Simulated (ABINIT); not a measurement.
A run of ABINIT 10.8.3 (patched build):

File run.abi:

```
# Datasets
ndtset 2

# Pseudopotentials
pp_dirpath "./"
pseudos "Cr.LDA_PW-JTH.xml"

# Structure
acell 3*1.0 Angstrom
rprim
     2.9688993600     0.0000000000     0.0000000000
     0.0000000000     2.9688993600     0.0000000000
     0.0000000000     0.0000000000     2.9688993600
ntypat 1
znucl 24
natom 2
typat 1 1
chkprim 0
chksymtnons 0
tolsym 1.0e-6
xred
   0.0430310000   0.0612014200   0.0120907500
   0.4569690000   0.4387985800   0.4879092500

# Plane-wave basis
ecut 462.593566 eV
pawecutdg 34.0

# k points
kptopt 2
ngkpt 4 4 4
nshiftk 1
shiftk 0.0 0.0 0.0

# Exchange and correlation
ixc 7

# Bands and occupations
nband 20
occopt 4
tsmear 0.00734986

# Spin
nsppol 2
spinat
     0.0000000000     0.0000000000     3.0000000000
     0.0000000000     0.0000000000     3.0000000000
nsym 1

# DFT+U
usepawu 1
lpawu 2
upawu 0.0 eV
jpawu 0.0 eV
dmatpuopt 3

# SCF cycle
nstep 120
diemixmag 1.0
npulayit 20
tolvrs 1.0e-9

# Output
prteig 0
prtebands 0
prtden 0
prtwf 0

# Linear response
irdwfk 1
macro_uj 4
pawujat 1
pawujv1 -0.1 eV
pawujv2 0.1 eV
```

Contents of gs.abi:

```
# Pseudopotentials
pp_dirpath "./"
pseudos "Cr.LDA_PW-JTH.xml"

# Structure
acell 3*1.0 Angstrom
rprim
     2.9688993600     0.0000000000     0.0000000000
     0.0000000000     2.9688993600     0.0000000000
     0.0000000000     0.0000000000     2.9688993600
ntypat 1
znucl 24
natom 2
typat 1 1
chkprim 0
chksymtnons 0
tolsym 1.0e-6
xred
   0.0430310000   0.0612014200   0.0120907500
   0.4569690000   0.4387985800   0.4879092500

# Plane-wave basis
ecut 462.593566 eV
pawecutdg 34.0

# k points
kptopt 2
ngkpt 4 4 4
nshiftk 1
shiftk 0.0 0.0 0.0

# Exchange and correlation
ixc 7

# Bands and occupations
nband 20
occopt 4
tsmear 0.00734986

# Spin
nsppol 2
spinat
     0.0000000000     0.0000000000     3.0000000000
     0.0000000000     0.0000000000     3.0000000000
nsym 1

# DFT+U
usepawu 1
lpawu 2
upawu 0.0 eV
jpawu 0.0 eV
dmatpuopt 3

# SCF cycle
nstep 120
diemixmag 1.0
npulayit 20
tolvrs 1.0e-9

# Output
prteig 0
prtebands 0
prtden 0
```

Potentials or basis: JTH PAW LDA v2.0.

Command:

```sh
$ abinit gs.abi > log 2>&1
$ ln -s gso_WFK runi_DS1_WFK
$ ln -s gso_WFK runi_DS2_WFK
$ abinit run.abi > log 2>&1
$ lruj runo_DS1_LRUJ.nc runo_DS2_LRUJ.nc > lruj.log 2>&1
```

Hardware: 1 thread of Arm Neoverse V1, on a shared host.

Question: Estimate the wall time of this run.

Answer: Run time: 2.8 min on 1 thread of Arm Neoverse V1 (shared host), peak memory 0.1 GiB. Counts: scf iterations 94, mpi ranks 1, k points 36, bands 20, plane waves 604.
